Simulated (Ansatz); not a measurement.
Reactions of `CC=CO`.

Gas-phase electronic energies from Ansatz, PBE0-D4/def2-TZVP geometries. CCSD(T)/CBS is the MP2 limit (def2-TZVPP, def2-QZVPP) plus CCSD(T) − MP2 in def2-TZVPP, frozen cores. This one scheme is used for every species, atoms too. Double bonds are as drawn, so ΔE can hold a change between cis and trans. Open shells (•) are unrestricted, without spin–orbit coupling. Spin–orbit coupling would lower the free atoms: a little for C, O. Elements past krypton have def2 core potentials. Bonds to I are less sure, by a few kJ/mol each and by 10 to 20 or more in all where they break to atoms, as the def2 sets lack core-valence functions. One conformer a species, not always the lowest.

Order these by ΔE at CCSD(T)/CBS, lowest first. (Best estimate.)
A. `C/C=C/O` → acetone
B. `C/C=C/O` + HI → `O/C=C\I` + CH₄
C. `C/C=C/O` → `C=COC`
D. `C/C=C/O` → `C1COC1`
E. `C/C=C/O` → `CCC=O`
F. `C/C=C/O` + CH₃OH → `CO/C=C/O` + CH₄
G. `C/C=C/O` → `CC1CO1`
H. `C/C=C/O` → 3 C• + 6 H• + O•

A (-15.0 kcal/mol), E (-7.5 kcal/mol), B (-3.3 kcal/mol), F (+8.0 kcal/mol), C (+10.3 kcal/mol), G (+13.5 kcal/mol), D (+16.1 kcal/mol), H (+962.7 kcal/mol).

Largest T1 diagnostic: 0.013, for `CC(C)=O`.
